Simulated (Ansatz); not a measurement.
## Zone-centre phonons of SnO: input and output

Method: Ansatz 0.2.0, DFT PBEsol, scalar-relativistic, plane waves, PAW.

Launched with:
```bash
ansatz run input.yaml --threads 4 --pin off --max-ram 12288MiB --backend cpu --events-out ev --progress --plain --runs-dir out
```

Input (bare energies are in eV):
```yaml
crystal:
  lattice:
    - [2.6877681385, -2.6877677828, 0.0]
    - [2.6877681385, 2.6877677828, 0.0]
    - [0.0, 0.0, 9.4713942452]
  atoms:
    - { symbol: Sn, position: [0.7500010769, 0.2499989231, 0.8719277729] }
    - { symbol: Sn, position: [0.2499989231, 0.7500010769, 0.1280722271] }
    - { symbol: Sn, position: [0.7499989231, 0.2500010769, 0.3719277729] }
    - { symbol: Sn, position: [0.2500010769, 0.7499989231, 0.6280722271] }
    - { symbol: O, position: [0.249999759, 0.250000241, 0.25] }
    - { symbol: O, position: [0.750000241, 0.749999759, 0.75] }
    - { symbol: O, position: [0.250000241, 0.249999759, 0.75] }
    - { symbol: O, position: [0.749999759, 0.750000241, 0.25] }
basis:
  ecutwfc: 420
kpoints:
  mp_grid: { grid: [10, 10, 4] }
hamiltonian:
  xc: pbesol
scf:
  occupations: { method: fermi_dirac, width: 0.15 }
output:
  eigenvalues: true
phonons:
  method: dfpt
  eigenvectors: true
```

The end of the output:
```
--- Phonons (Γ-DFPT): 4 representative perturbations + reference, on 156 of 400 k-points (Σ response iterations 12) ---
  k mesh reduced under 2 symmetry operations, with k and −k counted as one. Each operation leaves every solved displacement unchanged or reverses it
  ASR residual: 4.804e-5 → 0.000e0 eV/Å²; symmetrization residual: 4.777e-6 eV/Å²
  ASR residual per site (eV/Å²): 3.96e-5 3.96e-5 3.96e-5 3.96e-5 4.80e-5 4.80e-5 4.80e-5 4.80e-5
  Γ frequencies (cm⁻¹): 0.00 0.00 0.00 49.42 49.42 57.71 108.43 108.43 112.78 112.78 200.12 206.20 265.69 265.69 272.05 272.05 334.14 344.82 361.04 443.47 443.47 458.61 458.61 493.73
  non-analytic LO–TO correction: not included (Born effective charges unavailable; polar crystals: no LO–TO splitting at Γ)
```

Time: 4.3 min on 4 threads of Intel(R) Xeon(R) Processor @ 2.50GHz (Skylake/Cascade Lake), on a shared host, peak memory 3.5 GiB.

In a metal, frequencies and elastic constants depend on the k mesh and the smearing, soft modes and shear constants most. Spin–orbit coupling is left out, which matters for heavy elements. A semilocal functional can close a gap that the real compound has.